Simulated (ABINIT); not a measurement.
Here is an ABINIT 10.8.3 (patched build) calculation.

The input run.abi:

```
# Pseudopotentials
pp_dirpath "./"
pseudos "Se.GGA_PBE-JTH.xml, Zn.GGA_PBE-JTH.xml"

# Structure
acell 3*1.0
rprim
     0.0000000000     5.3551058920     5.3551058920
     5.3551058920     0.0000000000     5.3551058920
     5.3551058920     5.3551058920     0.0000000000
ntypat 2
znucl 34 30
natom 2
typat 1 2
xred
     0.7500000000     0.7500000000     0.7500000000
     0.0000000000     0.0000000000     0.0000000000

# Plane-wave basis
ecut 20.0
pawecutdg 40.0

# k points
kptopt 1
ngkpt 10 10 10
nshiftk 1
shiftk 0.0 0.0 0.0

# Exchange and correlation
ixc -116133

# Bands and occupations
nband 13
occopt 3
tsmear 0.05 eV

# SCF cycle
nstep 100
tolvrs 1.0e-9

# Output
iomode 3
prtwf 0
prteig 0
prtebands 0
prtden 1
prtvha 1
prtvclmb 1
prtpot 1
```

Potentials or basis: JTH PAW PBE v2.0.

The run is started by

```sh
$ abinit run.abi > log 2>&1
```

(1) Estimate the band gap on the k mesh.

## Answers

(1) 1.17 eV, direct.

**What was measured.**

From “Alloy Disordering Effects on the Thermal Conductivity and Energy Gap Temperature Dependence of Cd1−xZnxSe Ternary Crystals Grown by the Bridgman Method”, 2023, pmc:10253836, for a bulk crystal of ZnSe at 300 K: band gap 2.695 ± 0.003 eV (an exciton energy, a little under the gap).

Measured gap of ZnSe: 2.695 eV (an exciton energy, a little under the gap; 300 K; “Alloy Disordering Effects on the Thermal Conductivity and Energy Gap Temperature Dependence of Cd1−xZnxSe Ternary Crystals Grown by the Bridgman Method”, 2023, pmc:10253836). This calculation gives 1.17 eV (-1.53 eV). So large a miss can be the level of theory's own, or it may mean another phase, state or a wrong row. Spin-orbit coupling on Se is left out. The value is that of PBEsol, without temperature or zero-point motion. Semilocal functionals fall short of measured gaps as a rule.
